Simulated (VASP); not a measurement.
Write the native input for VASP 6.6.1 that does the following.

```yaml
Task: relaxation of the atoms
Functional: r2SCAN
Potentials_or_basis: VASP PAW PBE potentials, release 64 (B, N)
Cutoff: 600 eV
k_mesh: 14 × 14 × 14
Occupations: gaussian, width 0.03 eV
Spin: no spin polarisation
Further_INCAR_settings: ALGO = Normal; EDIFF = 1e-07; IBRION = 2; EDIFFG = -0.01; NSW = 40
```

The structure of BN (Qingsongite) lies in POSCAR:

```
BN                                      
1.0
    0.0000000000      1.7945147319      1.7945147319
    1.7945147319      0.0000000000      1.7945147319
    1.7945147319      1.7945147319      0.0000000000
  B               N             
     1     1
Direct
     0.0000000000000000    0.0000000000000000    0.0000000000000000
     0.2500000000000000    0.2500000000000000    0.2500000000000000
```

The cell isn't the ideal one: a relaxed cell with its volume scaled by 0.98.

The input as run:

INCAR

```
  PREC = Accurate
  ENCUT = 600
  EDIFF = 1E-7
  ISMEAR = 0
  SIGMA = 0.03
  LREAL = False
  LASPH = True
  NELM = 80
  ALGO = Normal
  ISIF = 2
  LWAVE = False
  LCHARG = False
  METAGGA = R2SCAN
  LMIXTAU = True
  IBRION = 2
  NSW = 40
  EDIFFG = -0.01
```

KPOINTS

```
regular mesh
0
Gamma
  14 14 14
```

Potentials or basis: VASP PAW PBE potentials, release 64 (B, N).

Launch:

```bash
$ cat potpaw_PBE.64/B/POTCAR potpaw_PBE.64/N/POTCAR > POTCAR
$ mpirun -np 1 vasp_std > vasp.out
```

It gave:

```json
{
 "Pressure after relaxing": "8.2 GPa",
 "Band gap on the k mesh": "5.00 eV, indirect (least direct gap 9.63 eV)"
}
```

Caveat: the relaxation stopped at its first step, so nothing moved; the PAW data sets were made with another functional, which shifts forces and pressure a little.

It took 36 s on 1 thread of AMD EPYC 9R45 (Zen 5), with other jobs on the host, peak memory 0.09 GiB.
